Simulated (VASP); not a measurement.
# MgB2 (P6/mmm) in VASP: band structure with PBEsol

Aim: the band structure of MgB2 with PBEsol.

All numbers are computed with VASP 6.6.1; they aren't measurements. Logs are shortened: lines on timing, memory, paths and dates and some standing lists are left out, and cuts for length are marked.

## Step 1: Starting point

The structure is hexagonal, space group P6/mmm (No. 191). Conventional cell: a = 3.061 Å, b = 3.061 Å, c = 3.506 Å, α = 90.00°, β = 90.00°, γ = 120.00°. Mg (site symmetry 6/mmm) has 12 B at 2.49 Å as nearest neighbours. B (site symmetry -6m2) is surrounded by 3 B at 1.77 Å.

## Step 2: Band structure, PBEsol

File INCAR:

```
PREC = Accurate
ENCUT = 520
EDIFF = 1E-7
ISMEAR = 1
SIGMA = 0.1
LREAL = False
LASPH = True
NELM = 80
ALGO = Normal
ISIF = 2
LWAVE = False
LCHARG = False
GGA = PS
NBANDS = 11
ICORELEVEL = 1
```

File KPOINTS:

```
regular mesh
0
Gamma
  15 15 10
```

File POSCAR:

```
MgB2                                    
1.0
    3.0605751508      0.0000000000      0.0000000000
   -1.5302875754      2.6505358301     -0.0000000000
    0.0000000000      0.0000000000      3.5058936317
  Mg              B             
     1     2
Direct
     1.0000000000000000    0.0000000000000000    0.0000000000000000
     0.3333333300000021    0.6666666699999979    0.5000000000000000
     0.6666666699999979    0.3333333300000021    0.5000000000000000
```

File KPOINTS_OPT:

```
explicit points
186
Reciprocal
 0.0000000000  0.0000000000  0.0000000000 1
 0.0263157895  0.0000000000  0.0000000000 1
 0.0526315789  0.0000000000  0.0000000000 1
 0.0789473684  0.0000000000  0.0000000000 1
 0.1052631579  0.0000000000  0.0000000000 1
 0.1315789474  0.0000000000  0.0000000000 1
[... 178 lines left out ...]
 0.5000000000  0.0000000000  0.5000000000 1
 0.5000000000  0.0000000000  0.0000000000 1
```

Potentials or basis: VASP PAW PBE potentials, release 64 (Mg, B).

Started as:

```console
$ cat potpaw_PBE.64/Mg/POTCAR potpaw_PBE.64/B/POTCAR > POTCAR
$ mpirun -np 1 vasp_std > vasp.out
```

OUTCAR:

```text
PREC = Accurate
   ENCUT = 520
   EDIFF = 1E-7
   ISMEAR = 1
   LREAL = False
   LASPH = True
   NELM = 80
   ISIF = 2
   GGA = PS

 ion  position               nearest neighbor table
   1  0.000  0.000  0.000-   2 2.49   3 2.49   2 2.49   3 2.49   2 2.49   2 2.49   3 2.49   3 2.49
                             3 2.49   3 2.49   2 2.49   2 2.49
   2  0.333  0.667  0.500-   3 1.77   3 1.77   3 1.77   1 2.49   1 2.49   1 2.49   1 2.49   1 2.49
                             1 2.49
   3  0.667  0.333  0.500-   2 1.77   2 1.77   2 1.77   1 2.49   1 2.49   1 2.49   1 2.49   1 2.49
                             1 2.49

  LATTYP: Found a hexagonal cell.
 ALAT       =     3.0605751508
 C/A-ratio  =     1.1455015672

  Lattice vectors:

 A1 = (   3.0605751508,   0.0000000000,   0.0000000000)
 A2 = (  -1.5302875754,   2.6505358301,   0.0000000000)
 A3 = (   0.0000000000,   0.0000000000,   3.5058936317)

Analysis of symmetry for initial positions (statically):
=====================================================================
 Subroutine PRICEL returns:
 Original cell was already a primitive cell.

 Routine SETGRP: Setting up the symmetry group for a
 hexagonal supercell.

 Subroutine GETGRP returns: Found 24 space group operations
 (whereof 24 operations were pure point group operations)
 out of a pool of 24 trial point group operations.

The static configuration has the point symmetry D_6h.

Analysis of symmetry for dynamics (positions and initial velocities):
=====================================================================
 Subroutine PRICEL returns:
 Original cell was already a primitive cell.

 Routine SETGRP: Setting up the symmetry group for a
 hexagonal supercell.

 Subroutine GETGRP returns: Found 24 space group operations
 (whereof 24 operations were pure point group operations)
 out of a pool of 24 trial point group operations.

The dynamic configuration has the point symmetry D_6h.

 Subroutine INISYM returns: Found 24 space group operations
 (whereof 24 operations are pure point group operations),
 and found     1 'primitive' translations

----------------------------------------------------------------------------------------

                                     Primitive cell

  volume of cell :      28.4404

  direct lattice vectors                    reciprocal lattice vectors
     3.060575151  0.000000000  0.000000000     0.326735973  0.188641102  0.000000000
    -1.530287575  2.650535830  0.000000000     0.000000000  0.377282204  0.000000000
     0.000000000  0.000000000  3.505893632     0.000000000  0.000000000  0.285233982

  length of vectors
     3.060575151  3.060575150  3.505893632     0.377282204  0.377282204  0.285233982

  position of ions in fractional coordinates (direct lattice)
     0.000000000  0.000000000  0.000000000
     0.333333330  0.666666670  0.500000000
     0.666666670  0.333333330  0.500000000

  ion indices of the primitive-cell ions
   primitive index   ion index
                 1           1
                 2           2
                 3           3

----------------------------------------------------------------------------------------

 KPOINTS: regular mesh

Automatic generation of k-mesh.
 Grid dimensions read from file:
 generate k-points for:   15   15   10

 Generating k-lattice:

  Cartesian coordinates                     Fractional coordinates (reciprocal lattice)
     0.021782398  0.012576073  0.000000000     0.066666667  0.000000000  0.000000000
     0.000000000  0.025152147  0.000000000     0.000000000  0.066666667  0.000000000
     0.000000000  0.000000000  0.028523398     0.000000000  0.000000000  0.100000000

  Length of vectors
     0.025152147  0.025152147  0.028523398

  Shift w.r.t. Gamma in fractional coordinates (k-lattice)
     0.000000000  0.000000000  0.000000000

 Subroutine IBZKPT returns following result:
 ===========================================

 Found    162 irreducible k-points:

 Following reciprocal coordinates:
            Coordinates               Weight
  0.000000  0.000000  0.000000      1.000000
  0.066667 -0.000000  0.000000      6.000000
  0.133333  0.000000  0.000000      6.000000
  0.200000  0.000000  0.000000      6.000000
  0.266667  0.000000  0.000000      6.000000
  0.333333  0.000000  0.000000      6.000000
[... 16 lines left out ...]
  0.333333  0.200000  0.000000     12.000000
  0.400000  0.200000  0.000000      6.000000
 [... further k-points ...]
   k-points           NKPTS =    162   k-points in BZ     NKDIM =    162   number of bands    NBANDS=     11
   number of dos      NEDOS =    301   number of ions     NIONS =      3
   total plane-waves  NPLWV =  16128
   dimension x,y,z NGX =    24 NGY =   24 NGZ =   28
   dimension x,y,z NGXF=    48 NGYF=   48 NGZF=   56
   ions per type =               1   2
   NGX,Y,Z   is equivalent  to a cutoff of  13.04, 13.04, 13.28 a.u.
   NGXF,Y,Z  is equivalent  to a cutoff of  26.07, 26.07, 26.55 a.u.
 SYSTEM =  unknown system
   PREC   = accura    normal or accurate (medium, high low for compatibility)
   ISTART =      0    job   : 0-new  1-cont  2-samecut
   ICHARG =      2    charge: 1-file 2-atom 10-const
   ISPIN  =      1    spin polarized calculation?
   LNONCOLLINEAR =      F non collinear calculations
   LSORBIT =      F    spin-orbit coupling
   LASPH  =      T    aspherical Exc in radial PAW
   ENCUT  =  520.0 eV  38.22 Ry    6.18 a.u.   5.69  5.69  6.52*2*pi/ulx,y,z
   NELM   =     80;   NELMIN=  2; NELMDL= -5     # of ELM steps
   EDIFF  = 0.1E-06   stopping-criterion for ELM
   LREAL  =      F    real-space projection
   EDIFFG = 0.1E-05   stopping-criterion for IOM
   NSW    =      0    number of steps for IOM
   IBRION =     -1    ionic relax: 0-MD 1-quasi-New 2-CG
   NFREE  =      0    steps in history (QN), initial steepest desc. (CG)
   ISIF   =      2    stress and relaxation
   ISYM   =      2    0-nonsym 1-usesym 2-fastsym
   POTIM  = 0.5000    time-step for ionic-motion
   TEBEG  =    0.0;   TEEND  =   0.0 temperature during run
   PSTRESS=    0.0 pullay stress
   NELECT =       8.0000    total number of electrons
   NUPDOWN=      -1.0000    fix difference up-down
   EMIN   =  10.00;   EMAX   =-10.00  energy-range for DOS
   EFERMI =   0.00;   METHOD = LEGACY
   ISMEAR =     1;   SIGMA  =   0.10  broadening in eV -4-tet -1-fermi 0-gaus
   EFERMI_NEDOS =   21; number of points for ismear=-14 and -15
   IALGO  =     38    algorithm
   IMIX   =      4    mixing-type and parameters
     AMIX     =   0.40;   BMIX     =  1.00
     AMIX_MAG =   1.60;   BMIX_MAG =  1.00
  volume/ion in A,a.u.               =       9.48        63.98
  Fermi-wavevector in a.u.,A,eV,Ry     =   1.072654  2.027022 15.654682  1.150587
  Thomas-Fermi vector in A             =   2.208430
   LORBIT       =      0    0 simple, 1 ext, 2 COOP (PROOUT), +10 PAW based schemes
   GGA     = PS    functional components
   LHFCALC =     F    Hartree Fock is set to
   AEXX    =    0.0000 exact exchange contribution
   IVDW    =     0    specifies the selected vdW correction
   LEPSILON=     F    determine dielectric tensor
   LRPA    =     F    only Hartree local field effects (RPA)
 non-spin polarized calculation
 Methfessel and Paxton  Order N= 1 SIGMA  =   0.10
  energy-cutoff  :      520.00
  volume of cell :       28.44
 maximum number of plane-waves:       781
 NGX is ok and might be reduce to    24
   NGX = 11   NGY = 11   NGZ = 13

 number of electron       8.0000000 magnetization

 Free energy of the ion-electron system (eV)
  ---------------------------------------------------
  ext. energy  EPLUGINS =         0.00000000
  ---------------------------------------------------
  free energy    TOTEN  =       -16.22393234 eV

  energy without entropy =      -16.22405698  energy(sigma->0) =      -16.22397389

 the core state eigenenergies are
   1-  1s  -1249.1251  2s    -69.6437  2p    -36.3952
   2-  1s   -166.8887
   3-  1s   -166.8887

 E-fermi :   5.2996     XC(G=0): -11.0750

 val. band max:        5.2942871992   @ k =   0.4667   0.0000   0.3000
 cond. band min:       5.3106670797   @ k =   0.1333   0.0000   0.3000
 fundamental gap:      0.0163798805
 Fermi energy:         5.2996468769

 k-point     1 :       0.0000    0.0000    0.0000
  band No.  band energies     occupation
      1      -7.1859      2.00000
      2       2.3361      2.00000
      3       5.7446     -0.00000
      4       5.7446     -0.00000
      5       6.9783     -0.00000
      6      11.7414      0.00000
      7      11.7414      0.00000
      8      13.7383      0.00000
      9      15.4903      0.00000
     10      18.1600      0.00000
     11      21.6201      0.00000

 k-point     2 :       0.0667   -0.0000    0.0000
  band No.  band energies     occupation
      1      -7.1076      2.00000
      2       2.4126      2.00000
      3       5.3391      0.38606
      4       5.5519     -0.00209
      5       7.0463     -0.00000
      6      11.7011      0.00000
      7      12.0933      0.00000
      8      13.8959      0.00000
      9      15.2042      0.00000
     10      18.5585      0.00000
     11      21.2477      0.00000

 k-point     3 :       0.1333    0.0000    0.0000
  band No.  band energies     occupation
      1      -6.8733      2.00000
      2       2.6412      2.00000
      3       4.3182      2.00000
      4       5.0872      2.01049
      5       7.2591     -0.00000
      6      11.4731      0.00000
      7      13.0312      0.00000
      8      14.3401      0.00000
      9      14.4097      0.00000
     10      19.6118      0.00000
     11      20.4895      0.00000
[... 267 lines left out ...]
 k-point    23 :       0.3333    0.2000    0.0000
  band No.  band energies     occupation
      1      -3.4961      2.00000
      2      -1.2802      2.00000
      3       0.9724      2.00000
      4       5.7232     -0.00000
      5       8.5865      0.00000
      6      10.4394      0.00000
      7      11.8088      0.00000
      8      13.6578      0.00000
      9      15.1048      0.00000
     10      17.3694      0.00000
     11      18.3052      0.00000

 k-point    24 :       0.4000    0.2000    0.0000
  band No.  band energies     occupation
      1      -2.7575      2.00000
      2      -2.1172      2.00000
      3       0.8790      2.00000
      4       6.1226     -0.00000
      5       8.1024      0.00000
      6      11.0219      0.00000
      7      11.3154      0.00000
      8      13.5957      0.00000
      9      14.9537      0.00000
     10      17.3652      0.00000
     11      19.3395      0.00000

 [... further k-points ...]

------------------------ aborting loop because EDIFF is reached ----------------------------------------

  FORCE on cell =-STRESS in cart. coord.  units (eV):
  Direction    XX          YY          ZZ          XY          YZ          ZX
  --------------------------------------------------------------------------------------
  -------------------------------------------------------------------------------------
  Total        0.0092275      0.0092275     -0.0009219      0.0000000     -0.0000000      0.0000000
  in kB        0.5198259      0.5198259     -0.0519322      0.0000000     -0.0000000      0.0000000
  external PRESSURE =       0.3292399 kB  Pullay stress =       0.0000000 kB

 VOLUME and BASIS-vectors are now :
 -----------------------------------------------------------------------------
  energy-cutoff  :      520.00
  volume of cell :       28.44
      direct lattice vectors                 reciprocal lattice vectors
     3.060575151  0.000000000  0.000000000     0.326735973  0.188641102  0.000000000
    -1.530287575  2.650535830  0.000000000     0.000000000  0.377282204  0.000000000
     0.000000000  0.000000000  3.505893632     0.000000000  0.000000000  0.285233982

 POSITION                                       TOTAL-FORCE (eV/Angst)
 -----------------------------------------------------------------------------------
      0.00000      0.00000      0.00000        -0.000000      0.000000      0.000000
     -0.00000      1.76702      1.75295         0.000000      0.000000      0.000000
      1.53029      0.88351      1.75295        -0.000000      0.000000     -0.000000
 -----------------------------------------------------------------------------------
    total drift:                                0.000000      0.000000      0.000000

  FREE ENERGIE OF THE ION-ELECTRON SYSTEM (eV)
  ---------------------------------------------------
  free  energy   TOTEN  =       -16.2239323401 eV

  energy  without entropy=      -16.2240569835  energy(sigma->0) =      -16.22397389
```

Run time: 40 s. Hardware: 1 thread of Intel Xeon Platinum 8488C (Sapphire Rapids), shared host; peak memory 0.22 GiB.

Results:

```yaml
Free_energy: -16.2239 eV
Pressure: 0.0 GPa
Band_gap_along_the_path: none (metal or under the smearing width)
```

Levels at the corners of the path, in eV from the Fermi level:
| point | band 1 | band 2 | band 3 | band 4 | band 5 | band 6 | band 7 | band 8 | band 9 |
| --- | --- | --- | --- | --- | --- | --- | --- | --- | --- |
| Γ | -12.49 | -2.96 | 0.44 | 0.44 | 1.68 | 6.44 | 6.44 | 8.44 | 10.19 |
| M | -8.52 | -7.87 | -2.14 | 0.24 | 3.15 | 3.95 | 5.41 | 7.30 | 12.76 |
| M | -8.52 | -7.87 | -2.14 | 0.24 | 3.15 | 3.95 | 5.41 | 7.30 | 12.76 |
| K | -7.24 | -7.24 | -5.92 | 1.85 | 1.85 | 6.25 | 6.25 | 8.88 | 9.27 |
| K | -7.24 | -7.24 | -5.92 | 1.85 | 1.85 | 6.25 | 6.25 | 8.88 | 9.27 |
| Γ | -12.49 | -2.96 | 0.44 | 0.44 | 1.68 | 6.44 | 6.44 | 8.44 | 10.19 |
| Γ | -12.49 | -2.96 | 0.44 | 0.44 | 1.68 | 6.44 | 6.44 | 8.44 | 10.19 |
| A | -11.19 | -7.50 | 0.83 | 0.83 | 6.76 | 6.76 | 8.16 | 10.09 | 10.30 |
| A | -11.19 | -7.50 | 0.83 | 0.83 | 6.76 | 6.76 | 8.16 | 10.09 | 10.30 |
| L | -7.52 | -6.96 | -3.58 | -1.86 | -1.27 | 5.89 | 8.98 | 9.07 | 13.22 |
| L | -7.52 | -6.96 | -3.58 | -1.86 | -1.27 | 5.89 | 8.98 | 9.07 | 13.22 |
| H | -6.33 | -6.33 | -5.25 | -2.00 | -2.00 | 3.68 | 11.80 | 12.20 | 12.20 |
| H | -6.33 | -6.33 | -5.25 | -2.00 | -2.00 | 3.68 | 11.80 | 12.20 | 12.20 |
| A | -11.19 | -7.50 | 0.83 | 0.83 | 6.76 | 6.76 | 8.16 | 10.09 | 10.30 |
| L | -7.52 | -6.96 | -3.58 | -1.86 | -1.27 | 5.89 | 8.98 | 9.07 | 13.22 |
| M | -8.52 | -7.87 | -2.14 | 0.24 | 3.15 | 3.95 | 5.41 | 7.30 | 12.76 |
| K | -7.24 | -7.24 | -5.92 | 1.85 | 1.85 | 6.25 | 6.25 | 8.88 | 9.27 |
| H | -6.33 | -6.33 | -5.25 | -2.00 | -2.00 | 3.68 | 11.80 | 12.20 | 12.20 |

Core levels (eV, on the scale of the bands):
```csv
atom,levels
1 Mg,"1s -1249.1, 2s -69.6, 2p -36.4"
2 B,1s -166.9
3 B,1s -166.9
```

Caveat: the PAW data sets were made with another functional, which shifts forces and pressure a little.
